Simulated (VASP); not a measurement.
**Te2Mo under changes of volume**

One of the cells (25.464 Å³/atom); the others are scaled copies at fixed shape and fractional positions:

```xyz
6
Lattice="3.5415 0.0000 0.0000 -1.7708 3.0670 0.0000 0.0000 0.0000 14.0661" Properties=species:S:1:pos:R:3 pbc="T T T"
Te    1.7708    1.0223    5.3311
Te    0.0000    2.0447   12.3641
Te    1.7708    1.0223    1.7020
Te    0.0000    2.0447    8.7351
Mo    1.7708    1.0223   10.5496
Mo    0.0000    2.0447    3.5165
```

```yaml
Program: VASP 6.6.1
Functional: PBEsol
Potentials_or_basis: VASP PAW PBE potentials, release 64 (Te, Mo_sv)
Cutoff: 520 eV
k_mesh: 9 × 9 × 2
Occupations: fermi-dirac, width 0.05 eV
Spin: no spin polarisation
```

| volume (Å³/atom) | energy over the lowest point (meV/atom) | pressure (GPa) | gap on the mesh (eV) | largest force (eV/Å) |
| --- | --- | --- | --- | --- |
| 23.467 | 22.33 | 6.2 | 0.71 | 0.876 |
| 23.966 | 7.25 | 3.5 | 0.73 | 0.538 |
| 24.466 | 0.00 | 1.1 | 0.74 | 0.226 |
| 25.464 | ? | ? | ? | ? |
| 25.963 | 17.32 | -4.6 | 0.77 | 0.569 |
| 26.463 | 33.89 | -6.1 | 0.78 | 0.796 |

Q: What does the run at 25.464 Å³/atom give?

A: Energy over the lowest point 5.74 meV/atom; pressure -2.9 GPa; gap on the mesh 0.76 eV; largest force 0.326 eV/Å.

Worked out: A Birch-Murnaghan fit of order 3 (a polynomial in V^(-2/3)) to the other rows has its minimum at 24.73 Å³/atom with B0 = V·E''(V) = 105 GPa and B' = 4.6 at fixed shape and positions, which overstates the stiffness. It gives 5.76 meV/atom at 25.464 Å³/atom, against the run's 5.74, and -dE/dV = -2.9 GPa, against -2.9. A straight line through the other rows of the gap, of slope 0.553 eV per unit of ln V, gives 0.76 eV, against the run's 0.76.

Energies are extrapolated to zero smearing.

Caveats: the PAW data sets were made with another functional, which shifts forces and pressure a little; spin-orbit coupling is left out, which moves the levels of the heavy elements; an odd mesh through Γ misses points on the zone boundary, where band edges often lie; this functional lacks dispersion, which binds the layers, so the pressure and a relaxed spacing across them are unreliable.
